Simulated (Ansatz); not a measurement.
**Rh: the crystal squeezed far**

One table from this session's results is given with a row withheld; the runs are named, their logs left out.

Computed with Ansatz 0.2.0 (DFT PBE, with the methods named in each step, unless a step's input says otherwise).

1 further run of the same task is left out (it didn't finish).

## Starting point

The structure is cubic, space group Pm-3m (No. 221). Conventional cell: a = 2.476 Å, b = 2.476 Å, c = 2.476 Å, α = 90.00°, β = 90.00°, γ = 90.00°. Rh (site symmetry m-3m) is surrounded by 6 Rh at 2.48 Å.

Structure file:

```xyz
1
Lattice="2.4757 0.0000 0.0000 0.0000 2.4757 0.0000 0.0000 0.0000 2.4757" Properties=species:S:1:pos:R:3 pbc="T T T"
Rh    0.0000    0.0000    0.0000
```

Whether this phase is the stable one at these pressures isn't tested.

The first run:

Input file input.yaml:

```yaml
crystal:
  lattice:
    - [2.4757114575, 0.0, 0.0]
    - [0.0, 2.4757114575, 0.0]
    - [0.0, 0.0, 2.4757114575]
  atoms:
    - { symbol: Rh, position: [0.0, 0.0, 0.0] }
kpoints:
  mp_grid: { grid: [15, 15, 15] }
scf:
  occupations: { method: fermi_dirac, width: 0.1 }
hamiltonian:
  xc: pbe
  pseudopotentials: { kind: paw }
output:
  forces: true
  stress: true
relax:
  f_tol: 0.005
  max_steps: 40
  cell: {}
```

The run is started by

```console
ansatz run input.yaml --threads 1 --pin off --max-ram 2048MiB --backend cpu --events-out ev --progress --plain --runs-dir out
```

Steps of the session up to this table: Cell relaxed at zero pressure, PAW; Volume scaled by 1, PAW; Volume scaled by 0.9, PAW; Volume scaled by 0.9, PAW (partial_waves polarizable); Volume scaled by 0.8, PAW; Volume scaled by 0.7, PAW; Volume scaled by 0.6, PAW; Volume scaled by 0.5, PAW; Volume scaled by 0.4, PAW; Volume scaled by 0.4, PAW (source ansatz).

One table of the session follows, with a row left open; its other results are not shown here.

| method | volume over the first | volume (Å³/atom) | pressure (GPa) |
| --- | --- | --- | --- |
| PAW | 1 | 16.333 | 0.00 |
| PAW | 0.9 | 14.699 | 24.97 |
| PAW | 0.8 | 13.066 | 70.86 |
| PAW | 0.7 | 11.433 | 156.66 |
| PAW | 0.6 | 9.800 | 323.47 |
| PAW | 0.5 | 8.166 | 669.85 |
| PAW | 0.4 | 6.533 | 1467.83 |
| PAW (partial_waves polarizable) | 0.9 | 14.699 | 24.97 |
| PAW (source ansatz) | 0.4 | ? | ? |

Q: Estimate the row for PAW (source ansatz), 0.4 from the others.

**Answer.** volume (Å³/atom): 6.533; pressure (GPa): 1487.16.
